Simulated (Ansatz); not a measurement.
# Dielectric response of LiCl (001) films, part 4 of 5

How well do thin rocksalt LiCl (001) films screen a perpendicular field?

Ansatz 0.2.0; plane-wave DFT, LDA, Ansatz PAW.

So far. Step 16 (Relaxing in the field, 10 atoms, units 5, field -0.05 …): The dipole is -0.0405 e·Å, and the gap on the mesh 5.673 eV. Step 17 (Response with the atoms relaxed, 10 atoms, units 5): The induced dipole is that of a conductor 11.09 Å thick.

## Step 18: Relaxing the film, 16 atoms, units 8

This step: plane-wave DFT, LDA, Ansatz PAW (Ansatz 0.2.0).

System of this step: LiCl (001), 8 units. The cell holds 16 atoms: 8 Li and 8 Cl. Cell: a = 3.635 Å, b = 3.635 Å, c = 35.990 Å, α = 90.0°, β = 90.0°, γ = 90.0°. It derives from LiCl (rocksalt LiCl). Vacuum lies along c.

The next thickness, treated alike, so that differences show the interior and the faces cancel.

Contents of input.yaml:

```yaml
crystal:
  lattice:
    - [3.63452886, 0.0, 0.0]
    - [0.0, 3.63452886, 0.0]
    - [0.0, 0.0, 35.99]
  atoms:
    - { symbol: Li, position: [0.5, 0.5, 0.2500694637] }
    - { symbol: Cl, position: [0.0, 0.0, 0.2500694637] }
    - { symbol: Li, position: [0.0, 0.0, 0.3214781884] }
    - { symbol: Cl, position: [0.5, 0.5, 0.3214781884] }
    - { symbol: Li, position: [0.5, 0.5, 0.392886913] }
    - { symbol: Cl, position: [0.0, 0.0, 0.392886913] }
    - { symbol: Li, position: [0.0, 0.0, 0.4642956377] }
    - { symbol: Cl, position: [0.5, 0.5, 0.4642956377] }
    - { symbol: Li, position: [0.5, 0.5, 0.5357043623] }
    - { symbol: Cl, position: [0.0, 0.0, 0.5357043623] }
    - { symbol: Li, position: [0.0, 0.0, 0.607113087] }
    - { symbol: Cl, position: [0.5, 0.5, 0.607113087] }
    - { symbol: Li, position: [0.5, 0.5, 0.6785218116] }
    - { symbol: Cl, position: [0.0, 0.0, 0.6785218116] }
    - { symbol: Li, position: [0.0, 0.0, 0.7499305363] }
    - { symbol: Cl, position: [0.5, 0.5, 0.7499305363] }
kpoints:
  mp_grid: { grid: [8, 8, 1] }
hamiltonian:
  xc: lda
scf:
  occupations: { method: fixed }
  convergence: { dr2_threshold: 1.0e-09 }
efield:
  axis: 3
  dipole_correction: true
  ramp_position: 0.97
  ramp_width: 0.06
relax:
  f_tol: 0.003
  max_steps: 100
output:
  write_potential: true
  write_density: true
  volumetric_format: npy
```

Command:

```
ansatz run input.yaml --threads 4 --pin off --max-ram 6144MiB --backend cpu --events-out ev --progress --plain --runs-dir out
```

Numbers of over 12 decimals in the logs are rounded to 6 here.

The log of the run:

```text
[...]
Crystal: 16 atoms, lattice volume = 475.421 Å³
Basis set: ecut = 420 eV, 9225 PW (Γ)
Bands: 56, of which v1, the nominal top of the filled ones, is band 40 counted from 1 (39 counted from 0)
Symmetry: 8 space group operations
k-points: 15 of 64
[...]
- { symbol: Li, position: [0.5, 0.5, 0.533954] }
    - { symbol: Cl, position: [0, 0.0, 0.533728] }
    - { symbol: Li, position: [0, 0.0, 0.601034] }
    - { symbol: Cl, position: [0.5, 0.5, 0.601565] }
    - { symbol: Li, position: [0.5, 0.5, 0.670185] }
    - { symbol: Cl, position: [0, 0.0, 0.668529] }
    - { symbol: Li, position: [0, 0.0, 0.733684] }
    - { symbol: Cl, position: [0.5, 0.5, 0.737893] }
[key lines of the parts left out:]
SCF converged after 5 iterations
Free energy (F): -9995.192825 eV
Fermi energy:    -2.184639 eV
Dipole field:    D = -0.000001 V/Å  (p = -0.000002 e·Å, saw-weighted, corrected)
Work function:   Φ+ = 7.0701 eV   Φ− = 7.0701 eV
```

Wall time 47 s (4 threads of Arm Neoverse V2, shared host); peak memory 0.92 GiB; 3.1 min of CPU time.

Relaxation path:

```
step  energy less that of the first step (eV)  largest force component (eV/Å)
   1                                   0.0000                          0.3770
   2                                  -0.0935                          0.1782
   3                                  -0.1579                          0.1662
   4                                  -0.2027                          0.0171
   5                                  -0.2065                          0.0132
   6                                  -0.2066                          0.0054
   7                                  -0.2066                          0.0014
```

Forces are held to the 8 operations that the run works with; a distortion that breaks them can't arise in this run.

The atoms that moved most (Å):

```
atom     dx     dy      dz  length
 Li1  0.000  0.000   0.585   0.585
Li15  0.000  0.000  -0.585   0.585
 Cl2  0.000  0.000   0.433   0.433
Cl16  0.000  0.000  -0.433   0.433
 Cl4  0.000  0.000   0.360   0.360
Cl14  0.000  0.000  -0.360   0.360
 Li3  0.000  0.000   0.300   0.300
Li13  0.000  0.000  -0.300   0.300
```

The electron's electrostatic potential energy less the highest filled level oscillates, so the rows of the table below give means over windows of 2.37 Å about each position, cut where the curve ends. Its maxima inside the range that stand out by 2 % of the span (Å: eV): 12.0: 0.417, 14.4: 0.480, 16.7: 0.461, 19.3: 0.461, 21.6: 0.480, 24.0: 0.417. Its minima: 10.7: -0.216, 13.2: -0.151, 15.6: -0.166, 17.9: -0.158, 20.4: -0.166, 22.8: -0.151, 25.3: -0.216.

Running mean over 2.57 Å of the planar mean; the ramp of the sawtooth is left out. The electron's electrostatic potential energy less the highest filled level by z; means over each step:

z (Å), electron's electrostatic potential energy less the highest filled level (eV) and a bar:
```
     4.59       7.07 ##############################
     6.96       6.54 ############################
     9.33       1.00 ####
    11.70       0.15 
    14.07       0.20 
    16.44       0.19 
    18.81       0.19 
    21.18       0.20 
    23.55       0.16 
    25.92       0.25 
    28.29       5.06 #####################
    30.66       7.07 ##############################
```

The relaxation took 7 steps and lowered the energy by 0.21 eV; the largest force on the free atoms ends at 0.0014 eV/Å.

The gap is 5.70 eV, with the valence edge 7.07 eV and the conduction edge 1.37 eV under the upper vacuum level.

## Step 19: The series together

Times are for 4 threads of Arm Neoverse V2, shared host. Results by setting:

```
no.  units  gap by band count (eV)  ionisation energy, upper face (eV)  electron affinity, upper face (eV)   time  memory (GiB)
  1      3                   5.667                               7.138                               1.471  7.7 s           0.5
  2      5                   5.712                               7.111                               1.400   15 s          0.64
  3      8                   5.699                               7.070                               1.371   47 s          0.92
```

The runs together. Table of valence density, planar mean by z:

```
z (Å)  3 (e/Å³)  5 (e/Å³)  8 (e/Å³)
  5.5    2.7e-5    1.7e-5    8.5e-6
  6.0    1.2e-4    8.2e-5    4.2e-5
  6.5    5.8e-4    3.9e-4    2.0e-4
  7.0   0.00286   0.00189    9.9e-4
  7.5    0.0137   0.00902   0.00475
  8.0    0.0660    0.0440    0.0236
  8.5     0.255     0.189     0.109
  9.0     0.537     0.444     0.336
  9.5     0.470     0.577     0.600
 10.0     0.146     0.198     0.336
 10.5     0.111     0.100     0.113
 11.0     0.287     0.214     0.138
 11.5     0.611     0.558     0.407
 12.0     0.377     0.462     0.594
 12.5     0.137     0.188     0.281
 13.0     0.115     0.107     0.112
 13.5     0.344     0.252     0.165
 14.0     0.610     0.581     0.438
 14.5     0.327     0.433     0.577
 15.0     0.100     0.158     0.243
 15.5    0.0213     0.113     0.105
 16.0   0.00444     0.288     0.188
 16.5    9.1e-4     0.600     0.495
 17.0    1.9e-4     0.394     0.529
 17.5    3.7e-5     0.134     0.210
 18.0    8.7e-6     0.116     0.104
 18.5    3.0e-6     0.347     0.214
 19.0         0     0.596     0.537
 19.5         0     0.329     0.487
 20.0         0     0.105     0.183
 20.5         0    0.0225     0.105
 21.0         0   0.00459     0.248
 21.5         0    9.5e-4     0.581
 22.0         0    1.9e-4     0.430
 22.5         0    4.1e-5     0.163
```

## Step 20: The relaxed film, single point, 16 atoms, units 8

The next thickness, treated alike, so that differences show the interior and the faces cancel.

Contents of input.yaml:

```yaml
crystal:
  lattice:
    - [3.63452886, 0.0, 0.0]
    - [0.0, 3.63452886, 0.0]
    - [0.0, 0.0, 35.99]
  atoms:
    - { symbol: Li, position: [0.5, 0.5, 0.2663157762] }
    - { symbol: Cl, position: [0.0, 0.0, 0.2621070574] }
    - { symbol: Li, position: [0.0, 0.0, 0.3298149061] }
    - { symbol: Cl, position: [0.5, 0.5, 0.3314709162] }
    - { symbol: Li, position: [0.5, 0.5, 0.3989662576] }
    - { symbol: Cl, position: [0.0, 0.0, 0.3984351019] }
    - { symbol: Li, position: [0.0, 0.0, 0.4660459562] }
    - { symbol: Cl, position: [0.5, 0.5, 0.4662715918] }
    - { symbol: Li, position: [0.5, 0.5, 0.5339538124] }
    - { symbol: Cl, position: [0.0, 0.0, 0.5337282291] }
    - { symbol: Li, position: [0.0, 0.0, 0.6010335766] }
    - { symbol: Cl, position: [0.5, 0.5, 0.6015647083] }
    - { symbol: Li, position: [0.5, 0.5, 0.6701851965] }
    - { symbol: Cl, position: [0.0, 0.0, 0.6685291295] }
    - { symbol: Li, position: [0.0, 0.0, 0.7336844443] }
    - { symbol: Cl, position: [0.5, 0.5, 0.7378933399] }
kpoints:
  mp_grid: { grid: [8, 8, 1] }
hamiltonian:
  xc: lda
scf:
  occupations: { method: fixed }
  convergence: { dr2_threshold: 1.0e-09 }
efield:
  axis: 3
  dipole_correction: true
  ramp_position: 0.97
  ramp_width: 0.06
output:
  eigenvalues: true
  dos: { projected: true, e_range: [-7, 7] }
  write_potential: true
  write_density: true
  volumetric_format: npy
checkpoint:
  write: end8.run
  compress: false
  write_wavefunctions: false
```

The log of the run:

```text
[...]
Crystal: 16 atoms, lattice volume = 475.421 Å³
Basis set: ecut = 420 eV, 9225 PW (Γ)
Bands: 56, of which v1, the nominal top of the filled ones, is band 40 counted from 1 (39 counted from 0)
Symmetry: 8 space group operations
k-points: 15 of 64
[...]
k-point 1: bands = [... 36 lower, -2.3256, -2.3168, -2.2976, -2.1888, 3.7407, 3.7424, 4.5782, 4.9763, ... 12 higher]
  k-point 2: bands = [... 36 lower, -2.3989, -2.3853, -2.2936, -2.2241, 4.1717, 4.1735, 4.9076, 4.9843, ... 12 higher]
  k-point 14: bands = [... 36 lower, -3.2607, -3.2607, -2.9180, -2.9180, 5.3941, 5.3941, 5.7021, 5.7021, ... 12 higher]
[key lines of the parts left out:]
SCF converged after 8 iterations
Free energy (F): -9995.192825 eV
Fermi energy:    -2.184618 eV
Dipole field:    D = -0.000001 V/Å  (p = -0.000002 e·Å, saw-weighted, corrected)
Work function:   Φ+ = 7.0701 eV   Φ− = 7.0700 eV
```

The job ended after 13 s (4 threads; peak memory 1 GiB).

The electron's electrostatic potential energy less the highest filled level oscillates, so the rows of the table below give means over windows of 2.37 Å about each position, cut where the curve ends. Its maxima inside the range that stand out by 2 % of the span (Å: eV): 12.0: 0.417, 14.4: 0.480, 16.7: 0.461, 19.3: 0.461, 21.6: 0.480, 24.0: 0.417. Its minima: 10.7: -0.216, 13.2: -0.151, 15.6: -0.166, 17.9: -0.158, 20.4: -0.166, 22.8: -0.151, 25.3: -0.216.

Running mean over 2.57 Å of the planar mean; the ramp of the sawtooth is left out. Electron's electrostatic potential energy less the highest filled level against z; means over each step:

z (Å), electron's electrostatic potential energy less the highest filled level (eV) and a bar:
```
     4.59       7.07 ##############################
     6.96       6.54 ############################
     9.33       1.00 ####
    11.70       0.15 
    14.07       0.20 
    16.44       0.19 
    18.81       0.19 
    21.18       0.20 
    23.55       0.16 
    25.92       0.25 
    28.29       5.06 #####################
    30.66       7.07 ##############################
```

The gap is 5.70 eV, with the valence edge 7.07 eV and the conduction edge 1.37 eV under the upper vacuum level.

## Step 21: Single point, 16 atoms, units 8, field 0.1 V/Å

input.yaml, as its differences from that of step 20:

```diff
@@ -28,3 +28,3 @@
   occupations: { method: fixed }
-  convergence: { dr2_threshold: 1.0e-09 }
+  convergence: { dr2_threshold: 1.0e-10 }
 efield:
@@ -34,5 +34,4 @@
   ramp_width: 0.06
+  amplitude: 0.1
 output:
-  eigenvalues: true
-  dos: { projected: true, e_range: [-7, 7] }
   write_potential: true
@@ -40,5 +39 @@
   volumetric_format: npy
-checkpoint:
-  write: end8.run
-  compress: false
-  write_wavefunctions: false
```

The log of the run:

```text
[...]
Crystal: 16 atoms, lattice volume = 475.421 Å³
Basis set: ecut = 420 eV, 9225 PW (Γ)
Bands: 56, of which v1, the nominal top of the filled ones, is band 40 counted from 1 (39 counted from 0)
Symmetry: 8 space group operations
k-points: 15 of 64
[...]
k-point 0: bands = [... 36 lower, -2.2930, -2.2930, -2.0707, -2.0707, 3.1610, 3.8580, 4.2792, 4.5022, ... 12 higher]
  k-point 1: bands = [... 36 lower, -2.2813, -2.2615, -2.2159, -2.0656, 3.3705, 4.0946, 4.5121, 4.6717, ... 12 higher]
  k-point 2: bands = [... 36 lower, -2.3709, -2.2777, -2.2672, -2.0636, 3.8071, 4.5221, 4.8167, 4.9571, ... 12 higher]
  k-point 14: bands = [... 36 lower, -3.1966, -3.1950, -3.1950, -2.6399, 5.1113, 5.5877, 5.7073, 5.7211, ... 12 higher]
[key lines of the parts left out:]
SCF converged after 10 iterations
Free energy (F): -9995.197760 eV
Fermi energy:    -2.063601 eV
Dipole field:    D = 0.037570 V/Å  (p = 0.098709 e·Å, saw-weighted, corrected)
```

Run time: 13 s. Hardware: 4 threads; peak memory 1 GiB; 53 s of CPU time.

The dipole is 0.0987 e·Å, and the gap on the mesh 5.225 eV.

## Step 22: Atoms held, 16 atoms, units 8, field -0.1 V/Å

input.yaml, as its differences from that of step 21:

```diff
@@ -34,3 +34,3 @@
   ramp_width: 0.06
-  amplitude: 0.1
+  amplitude: -0.1
 output:
```

The log of the run:

```text
[...]
Crystal: 16 atoms, lattice volume = 475.421 Å³
Basis set: ecut = 420 eV, 9225 PW (Γ)
Bands: 56, of which v1, the nominal top of the filled ones, is band 40 counted from 1 (39 counted from 0)
Symmetry: 8 space group operations
k-points: 15 of 64
[...]
k-point 0: bands = [... 36 lower, -2.2930, -2.2930, -2.0707, -2.0707, 3.1611, 3.8579, 4.2783, 4.4987, ... 12 higher]
  k-point 1: bands = [... 36 lower, -2.2813, -2.2615, -2.2159, -2.0656, 3.3705, 4.0946, 4.5111, 4.6684, ... 12 higher]
  k-point 2: bands = [... 36 lower, -2.3709, -2.2777, -2.2672, -2.0636, 3.8071, 4.5221, 4.8167, 4.9569, ... 12 higher]
  k-point 14: bands = [... 36 lower, -3.1966, -3.1950, -3.1950, -2.6399, 5.1113, 5.5877, 5.7073, 5.7211, ... 12 higher]
[key lines of the parts left out:]
SCF converged after 10 iterations
Free energy (F): -9995.197760 eV
Fermi energy:    -2.063607 eV
Dipole field:    D = -0.037571 V/Å  (p = -0.098712 e·Å, saw-weighted, corrected)
```

Run time: 14 s. Hardware: 4 threads; peak memory 1 GiB.

The dipole is -0.0987 e·Å, and the gap on the mesh 5.225 eV.

## Step 23: Response with the atoms held, 16 atoms, units 8

This step: plane-wave DFT, LDA, Ansatz PAW; response to a field along the normal, atoms held (Ansatz 0.2.0).

Local field over the applied field, running mean. From the potentials at -0.1 and 0.1 V/Å; running mean over 2.57 Å, taken twice. Local field over applied field against z:

```
z (Å)  local field over applied field
    5                           0.997
    6                           0.974
    7                           0.874
    8                           0.670
    9                           0.454
   10                           0.337
   11                           0.319
   12                           0.324
   13                           0.325
   14                           0.324
   15                           0.325
   16                           0.325
   17                           0.325
   18                           0.325
   19                           0.325
   20                           0.325
   21                           0.325
   22                           0.324
   23                           0.325
   24                           0.324
   25                           0.319
   26                           0.338
   27                           0.456
   28                           0.673
   29                           0.875
   30                           0.975
   31                           0.997
```

The induced dipole is that of a conductor 13.52 Å thick.

## Step 24: Field on, atoms free, 16 atoms, units 8, field 0.05 V/Å

This step: plane-wave DFT, LDA, Ansatz PAW (Ansatz 0.2.0).

The same pair of relaxations in the field for this thickness.

input.yaml, as its differences from that of step 22:

```diff
@@ -34,3 +34,6 @@
   ramp_width: 0.06
-  amplitude: -0.1
+  amplitude: 0.05
+relax:
+  f_tol: 0.0006
+  max_steps: 70
 output:
```

The log of the run:

```text
[...]
Crystal: 16 atoms, lattice volume = 475.421 Å³
Basis set: ecut = 420 eV, 9225 PW (Γ)
Bands: 56, of which v1, the nominal top of the filled ones, is band 40 counted from 1 (39 counted from 0)
Symmetry: 8 space group operations
k-points: 15 of 64
[...]
- { symbol: Cl, position: [0.5, 0.5, 0.466219] }
    - { symbol: Li, position: [0.5, 0.5, 0.534017] }
    - { symbol: Cl, position: [0, 0.0, 0.533667] }
    - { symbol: Li, position: [0, 0.0, 0.601095] }
    - { symbol: Cl, position: [0.5, 0.5, 0.601502] }
    - { symbol: Li, position: [0.5, 0.5, 0.670233] }
    - { symbol: Cl, position: [0, 0.0, 0.668475] }
    - { symbol: Li, position: [0, 0.0, 0.733747] }
    - { symbol: Cl, position: [0.5, 0.5, 0.737782] }
[key lines of the parts left out:]
SCF converged after 5 iterations
Free energy (F): -9995.194413 eV
Fermi energy:    -2.178504 eV
Dipole field:    D = 0.024184 V/Å  (p = 0.063539 e·Å, saw-weighted, corrected)
```

Wall time 27 s (4 threads); peak memory 0.9 GiB; 1.8 min of CPU time.

The relaxation took 4 steps and lowered the energy by 3.5e-4 eV; the largest force on the free atoms ends at 3.8e-4 eV/Å.

The dipole is 0.0635 e·Å, and the gap on the mesh 5.610 eV.

## Step 25: Field on, atoms free, 16 atoms, units 8, field -0.05 V/Å

The opposite sign, again from the field-free geometry; the difference of the two cancels what relaxes without a field.

input.yaml, as its differences from that of step 24:

```diff
@@ -34,3 +34,3 @@
   ramp_width: 0.06
-  amplitude: 0.05
+  amplitude: -0.05
 relax:
```

The log of the run:

```text
[...]
Crystal: 16 atoms, lattice volume = 475.421 Å³
Basis set: ecut = 420 eV, 9225 PW (Γ)
Bands: 56, of which v1, the nominal top of the filled ones, is band 40 counted from 1 (39 counted from 0)
Symmetry: 8 space group operations
k-points: 15 of 64
[...]
- { symbol: Cl, position: [0.5, 0.5, 0.466333] }
    - { symbol: Li, position: [0.5, 0.5, 0.533889] }
    - { symbol: Cl, position: [0, 0.0, 0.533781] }
    - { symbol: Li, position: [0, 0.0, 0.600958] }
    - { symbol: Cl, position: [0.5, 0.5, 0.601631] }
    - { symbol: Li, position: [0.5, 0.5, 0.670120] }
    - { symbol: Cl, position: [0, 0.0, 0.668562] }
    - { symbol: Li, position: [0, 0.0, 0.733597] }
    - { symbol: Cl, position: [0.5, 0.5, 0.737977] }
[key lines of the parts left out:]
SCF converged after 5 iterations
Free energy (F): -9995.194414 eV
Fermi energy:    -2.178501 eV
Dipole field:    D = -0.024186 V/Å  (p = -0.063544 e·Å, saw-weighted, corrected)
```

It took 27 s on 4 threads; peak memory 0.9 GiB; 1.8 min of CPU time.

The relaxation took 4 steps and lowered the energy by 3.6e-4 eV; the largest force on the free atoms ends at 3.8e-4 eV/Å.

The dipole is -0.0635 e·Å, and the gap on the mesh 5.610 eV.

## Step 26: Response with the atoms relaxed, 16 atoms, units 8

This step: plane-wave DFT, LDA, Ansatz PAW; response to a field along the normal, atoms relaxed (Ansatz 0.2.0).

Local field over the applied field, running mean. From the potentials at -0.05 and 0.05 V/Å; running mean over 2.57 Å, taken twice. Local field over applied field against z:

```
z (Å)  local field over applied field
    5                           0.997
    6                           0.954
    7                           0.782
    8                           0.580
    9                           0.380
   10                           0.177
   11                          0.0996
   12                          0.0817
   13                           0.142
   14                           0.153
   15                           0.132
   16                           0.126
   17                           0.131
   18                           0.135
   19                           0.131
   20                           0.125
   21                           0.133
   22                           0.153
   23                           0.142
   24                          0.0811
   25                          0.0999
   26                           0.179
   27                           0.381
   28                           0.583
   29                           0.783
   30                           0.955
   31                           0.997
```

The induced dipole is that of a conductor 17.41 Å thick.

## Step 27: Electronic ε from the series

This step: plane-wave DFT, LDA, Ansatz PAW; permittivity from the thickness series, atoms held (Ansatz 0.2.0).

Each added layer adds t(1 − 1/ε) to the dipole term, so the slope against thickness gives ε without a choice of where the film ends.

This step gave:

| Quantity | Value |
| --- | --- |
| slope | 0.6739 |
| intercept of the fit | 1.980 Å |
| ε of the interior | 3.066 |

The equivalent conductor thickness by distance between the outer atoms:

```
distance between the outer atoms (Å)  equivalent conductor thickness (Å)
                                4.94                                5.31
                                9.82                                8.60
                               17.12                                13.5
```

By hand, from the thinnest and the thickest film: slope = (13.522 − 5.314) / (17.124 − 4.943) = 0.674, so ε = 1/(1 − 0.674) = 3.07.

(Continued in part 5 of 5.)

[Logs are printed without paths, hosts, clocks, repeated set-up lines and the standing remarks that a program may print on its own settings, such as how far it seeks lower states.]

[Hosts, paths, dates, database ids (printed as entryN), source tags and the programs' standing remarks are cut or masked in the printed files.]

[Maps of the electrostatic potential energy from Ansatz leave out the sawtooth potential of an applied field or a dipole correction, so their vacuum need not be flat; planar profiles and work functions include it.]
